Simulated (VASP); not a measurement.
# CuCl2: equation of state with PBEsol

The system is CuCl2.

```xyz
3
Lattice="4.4531 0.0000 0.0000 0.0000 4.4531 0.0000 0.0000 0.0000 4.3243" Properties=species:S:1:pos:R:3 pbc="T T T"
Cu    0.0000    0.0000    0.0000
Cl    0.0000    2.2265    0.0000
Cl    2.2265    0.0000    0.0000
```

Measurements of this composition are mostly on another form, of space group No. 12.

| Property | Result |
| --- | --- |
| Program | VASP 6.6.1 |
| Task | equation of state |
| Functional | PBEsol |
| Potentials or basis | VASP PAW PBE potentials, release 64 (Cu, Cl) |
| Cutoff | 520 eV |
| k mesh | 6 × 6 × 6 |
| Occupations | fermi-dirac, width 0.05 eV |
| Spin | no spin polarisation |
| Ladder | gaps |
| Further INCAR settings | ALGO = Normal; EDIFF = 1e-06 |

```json
{"Equilibrium volume": "28.64 Å³/atom", "Bulk modulus at fixed shape and positions": "39 GPa", "Pressure derivative of the bulk modulus": "4.9 (rough: it moves with the points fitted)"}
```

Energy against volume, from the lowest point:
```csv
volume (Å³/atom),energy (meV/atom)
27.440,6.56
28.012,1.72
28.583,0.00
29.155,1.08
29.727,4.63
```

All runs of the series together: 2.6 min on 1 thread of Intel(R) Xeon(R) 6975P-C (Granite Rapids), with other jobs on the host.

Caveat: the cell was scaled at fixed shape and fractional positions, which overstates the stiffness of a crystal with free parameters, most of all of layers and chains; the PAW data sets were made with another functional, which shifts forces and pressure a little; this functional lacks dispersion, which binds the layers, so the pressure and a relaxed spacing across them are unreliable; the run has no spin polarisation, though such a crystal can be magnetic.
